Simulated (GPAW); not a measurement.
Crystal: ZrB2.

```
Zr B
1.0
     3.17000    0.00000    0.00000
    -1.58500    2.74530    0.00000
     0.00000    0.00000    3.53300
Zr B
1 2
Direct
  0.00000 0.00000 0.00000
  0.66667 0.33333 0.50000
  0.33333 0.66667 0.50000
```

Base run:

```yaml
Program: GPAW 26.7.0
Functional: PBE
Potentials_or_basis: GPAW PAW data sets (gpaw-data 1.2.1)
Cutoff: 650 eV
Basis: pw
k_mesh: 8 × 8 × 6
Occupations: fermi-dirac, width 0.05 eV
Spin: no spin polarisation
```

Its results: band gap on the k mesh none (metal or under the smearing width); pressure -0.1 GPa.

Task: The run is repeated on the same cell with these changes: hubbard terms from none to Zr d U = 3.5 eV. What comes out?

Result: Band gap on the k mesh none (metal or under the smearing width); pressure 7.4 GPa.

Caveats: the cutoff is short for stress and forces, so pressures can be off by a GPa or more; U without spin polarisation on a metal has little footing (some runs); the U is typed as a test and isn't derived for this compound (some runs).
